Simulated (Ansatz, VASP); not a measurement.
# One calculation of BiTe, two programs

```xyz
2
Lattice="0.0000 3.2350 3.2350 3.2350 0.0000 3.2350 3.2350 3.2350 0.0000" Properties=species:S:1:pos:R:3 pbc="T T T"
Bi    0.0000    0.0000    0.0000
Te    3.2350    3.2350    3.2350
```

Alike in both runs: task single point; functional PBE; k mesh 10 × 10 × 10; occupations fermi-dirac, width 0.08 eV; no spin polarisation.

|  | VASP | Ansatz |
| --- | --- | --- |
| version | VASP 6.6.1 | Ansatz 0.2.0 |
| potentials or method | VASP PAW PBE potentials, release 64 (Bi_d, Te), cutoff 520 eV | all-electron LAPW, scalar-relativistic |

|  | VASP | Ansatz | Ansatz less VASP |
| --- | --- | --- | --- |
| pressure (GPa) | 0.7 | 0.8 | +0.07 |

Ansatz ran all-electron here, so the differences hold the error of VASP's frozen core and of both bases.
